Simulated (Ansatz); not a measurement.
# SnO2: the cost of one run

Program: Ansatz 0.2.0. Level of theory: DFT PBE, scalar-relativistic, plane waves, PAW. These are calculated values, not measurements.

### 1 The structure to begin with

Symmetry: I4_1/amd, No. 141, tetragonal system. The conventional cell has a = 4.000 Å, b = 4.000 Å, c = 10.247 Å, α = 90.00°, β = 90.00°, γ = 90.00°. Around Sn (site symmetry -4m2) lie 6 O at 2.06 to 2.09 Å. O (site symmetry 2mm) has 3 Sn at 2.06 to 2.09 Å as nearest neighbours.

Coordinates:

```cif
data_structure
_symmetry_space_group_name_H-M 'I4_1/amd:1'
_symmetry_Int_Tables_number 141
_cell_length_a 4.0001
_cell_length_b 4.0001
_cell_length_c 10.2474
_cell_angle_alpha 90.000
_cell_angle_beta 90.000
_cell_angle_gamma 90.000
_cell_volume 163.97
loop_
_atom_site_label
_atom_site_type_symbol
_atom_site_symmetry_multiplicity
_atom_site_Wyckoff_symbol
_atom_site_fract_x
_atom_site_fract_y
_atom_site_fract_z
_atom_site_occupancy
Sn1 Sn 4 a 0.00000 0.50000 0.25000 1
O1 O 8 e 0.50000 0.50000 0.29652 1
```

The structure comes from the Materials Project (structure only).

### 2 Quick check of gap, pressure and forces

Contents of input.yaml:

```yaml
crystal:
  lattice:
    - [-2.0000686112, 2.0000686112, 5.1236788559]
    - [2.0000686112, -2.0000686112, 5.1236788559]
    - [2.0000686112, 2.0000686112, -5.1236788559]
  atoms:
    - { symbol: Sn, position: [0.75, 0.25, 0.5] }
    - { symbol: Sn, position: [0.0, 0.0, 0.0] }
    - { symbol: O, position: [0.79652259, 0.79652259, 0.0] }
    - { symbol: O, position: [0.95347741, 0.45347741, 0.5] }
    - { symbol: O, position: [0.20347741, 0.20347741, 0.0] }
    - { symbol: O, position: [0.54652259, 0.04652259, 0.5] }
basis:
  ecutwfc: 420
kpoints:
  mp_grid: { grid: [6, 6, 6] }
hamiltonian:
  xc: pbe
scf:
  occupations: { method: gaussian, width: 0.1 }
output:
  forces: true
  stress: true
  eigenvalues: true
```

Launch:

```sh
$ ansatz run input.yaml --threads 4 --pin off --max-ram 5120MiB --backend cpu --events-out ev --progress --plain --runs-dir out
```

Q: Estimate wall time and peak memory on 4 threads of Arm Neoverse V1, shared host.

About 1.2 s, with a peak of 0.4 GiB.
